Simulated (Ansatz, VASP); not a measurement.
# One calculation of Ru, two programs

Contents of INCAR:

```
SYSTEM = Ru
PREC = Accurate
ENCUT = 520
EDIFF = 1E-7
ISMEAR = 0
SIGMA = 0.15
LREAL = .False.
LASPH = .True.
NELM = 60
ALGO = Fast
ISIF = 2
LWAVE = .False.
LCHARG = .False.
GGA = PS
NBANDS = 21
```

The input KPOINTS:

```
Automatic mesh
0
Gamma
  21 21 12
  0 0 0
```

File POSCAR:

```
Ru
1.0
    2.7330720014      0.0000000000      0.0000000000
   -1.3665360007      2.3669097836      0.0000000000
    0.0000000000      0.0000000000      4.0525991636
Ru
2
Direct
    0.3333333333      0.6666666667      0.2500000000
    0.6666666667      0.3333333333      0.7500000000
```

Input for Ansatz:

```yaml
crystal:
  lattice:
    - [2.7330720014, 0.0, 0.0]
    - [-1.3665360007, 2.3669097836, 0.0]
    - [0.0, 0.0, 4.0525991636]
  atoms:
    - { symbol: Ru, position: [0.3333333333, 0.6666666667, 0.25] }
    - { symbol: Ru, position: [0.6666666667, 0.3333333333, 0.75] }
basis:
  ecutwfc: 420
kpoints:
  mp_grid: { grid: [21, 21, 12] }
hamiltonian:
  xc: pbesol
  pseudopotentials: { kind: paw, azcp: { folder: soft_1 } }
scf:
  occupations: { method: gaussian, width: 0.15 }
output:
  forces: true
  stress: true
  eigenvalues: true
```

Alike in both runs: task single point; functional PBEsol; k mesh 21 × 21 × 12; occupations gaussian, width 0.15 eV; no spin polarisation.

|  | VASP | Ansatz |
| --- | --- | --- |
| version | VASP 6.6.1 | Ansatz 0.2.0 |
| potentials or method | VASP PAW PBE potentials, release 64 (Ru_pv) | scalar-relativistic, plane waves, PAW |
| plane-wave cutoff (eV) | 520 | 420 |
| valence electrons in the cell | 28 | 32 |

Ansatz gave:

```
gap on the k mesh at the Fermi level (eV)       : none
pressure (GPa)                                  : 8.5
largest component of the traceless stress (GPa) : 20.90
```

Question: What did VASP give for the same quantities?

Answer: gap on the k mesh at the Fermi level (eV): none; pressure (GPa): 8.4; largest component of the traceless stress (GPa): 20.87.

A gap of «none» marks a metal or a gap that the smearing closes. The two sets of potentials don't hold the same shells in valence. Ansatz warned: «pseudo_functional_mismatch».

Caveats: the PAW data sets were made with another functional, which shifts forces and pressure a little (VASP).
